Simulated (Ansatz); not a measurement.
Here is an Ansatz 0.2.0 calculation.

The input input.yaml:

```yaml
crystal:
  lattice:
    - [0.0, 2.82891, 2.82891]
    - [2.82891, 0.0, 2.82891]
    - [2.82891, 2.82891, 0.0]
  atoms:
    - { symbol: Ge, position: [0.75, 0.75, 0.75] }
    - { symbol: Ge, position: [0.5, 0.5, 0.5] }
hamiltonian:
  xc: pbesol
  pseudopotentials: { kind: paw_fr }
magnetization:
  noncollinear: true
  spin_orbit: true
kpoints:
  mp_grid: { grid: [6, 6, 6] }
  band_path:
    path:
      - [[0.0, 0.0, 0.0], [0.5, 0.0, 0.5], [0.5, 0.25, 0.75], [0.375, 0.375, 0.75], [0.0, 0.0, 0.0], [0.5, 0.5, 0.5], [0.625, 0.25, 0.625], [0.5, 0.25, 0.75], [0.5, 0.5, 0.5], [0.375, 0.375, 0.75]]
      - [[0.625, 0.25, 0.625], [0.5, 0.0, 0.5]]
    npoints: 14
scf:
  occupations: { method: fermi_dirac, width: 0.05 }
  n_extra_bands: 6
output:
  forces: true
  stress: true
  eigenvalues: true
  fatbands: true
```

Potentials or basis: Ansatz PAW.

Run with:

```bash
$ ansatz run input.yaml --threads 2 --pin off --max-ram 5632MiB --backend cpu --events-out ev --progress --plain --runs-dir out
```

Problem. Predict the pressure.

Solution. 0.7 GPa.

Problem. Predict the band gap on the k mesh.

Solution. None (metal or under the smearing width).

Levels at the corners of the path, in eV from the Fermi level:
| point | band 24 | band 25 | band 26 | band 27 | band 28 | band 29 | band 30 | band 31 | band 32 | band 33 |
| --- | --- | --- | --- | --- | --- | --- | --- | --- | --- | --- |
| Γ | -0.24 | -0.06 | -0.06 | 0.06 | 0.06 | 0.06 | 0.06 | 2.34 | 2.34 | 2.55 |
| X | -8.94 | -3.13 | -3.13 | -3.13 | -3.13 | 0.62 | 0.62 | 0.62 | 0.62 | 9.42 |
| W | -8.83 | -4.02 | -4.02 | -3.94 | -3.94 | 4.16 | 4.16 | 4.30 | 4.30 | 4.59 |
| K | -8.35 | -4.42 | -4.42 | -2.69 | -2.69 | 1.03 | 1.03 | 3.97 | 3.97 | 7.10 |
| Γ | -0.24 | -0.06 | -0.06 | 0.06 | 0.06 | 0.06 | 0.06 | 2.34 | 2.34 | 2.55 |
| L | -7.67 | -1.55 | -1.55 | -1.36 | -1.36 | 0.07 | 0.07 | 3.61 | 3.61 | 3.70 |
| U | -8.35 | -4.42 | -4.42 | -2.69 | -2.69 | 1.03 | 1.03 | 3.97 | 3.97 | 7.10 |
| W | -8.83 | -4.02 | -4.02 | -3.94 | -3.94 | 4.16 | 4.16 | 4.30 | 4.30 | 4.59 |
| L | -7.67 | -1.55 | -1.55 | -1.36 | -1.36 | 0.07 | 0.07 | 3.61 | 3.61 | 3.70 |
| K | -8.35 | -4.42 | -4.42 | -2.69 | -2.69 | 1.03 | 1.03 | 3.97 | 3.97 | 7.10 |
| U | -8.35 | -4.42 | -4.42 | -2.69 | -2.69 | 1.03 | 1.03 | 3.97 | 3.97 | 7.10 |
| X | -8.94 | -3.13 | -3.13 | -3.13 | -3.13 | 0.62 | 0.62 | 0.62 | 0.62 | 9.42 |

Caveat: the PAW data sets come from PBE, with cores solved anew for the run's functional, which leaves a small shift of forces and pressure; this crystal is a semiconductor, whose small gap the functional closes, so the metal is an error of the method.

**Experimental background.**

From “Temperature-dependent photoluminescence in Ge: experiment and theory”, 2020, arxiv:2003.00143, for a bulk crystal of Ge at 0 K: band gap 0.744 eV (indirect).

A measured gap of Ge is 0.744 eV (indirect; 0 K; “Temperature-dependent photoluminescence in Ge: experiment and theory”, 2020, arxiv:2003.00143); the calculated 0.00 eV misses it by -0.74 eV. 3 values of this kind are on record (0.666 to 0.807 eV); this one was drawn at random among those near their median. The value is that of PBEsol on a finite k mesh, which can miss the band edges, without temperature or zero-point motion. Semilocal functionals fall short of measured gaps as a rule.
